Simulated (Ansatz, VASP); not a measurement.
## Au: VASP beside Ansatz

```
Au
1.0
     0.00000    2.03739    2.03739
     2.03739    0.00000    2.03739
     2.03739    2.03739    0.00000
Au
1
Direct
  0.00000 0.00000 0.00000
```

Alike in both runs: task single point; functional LDA; k mesh 20 × 20 × 20; occupations fermi-dirac, width 0.15 eV; no spin polarisation.

```csv
,VASP,Ansatz
version,VASP 6.6.1,Ansatz 0.2.0
potentials or method,"VASP PAW LDA potentials, release 64 (Au)","scalar-relativistic, plane waves, PAW"
plane-wave cutoff (eV),520,420
valence electrons in the cell,11,19
```

|  | VASP | Ansatz | Ansatz less VASP |
| --- | --- | --- | --- |
| gap on the k mesh at the Fermi level (eV) | none | none | - |
| pressure (GPa) | -3.2 | -3.6 | -0.47 |

A gap of «none» marks a metal or a gap that the smearing closes. The two sets of potentials don't hold the same shells in valence.

Spin-orbit coupling is left out, which matters for the levels of Au.
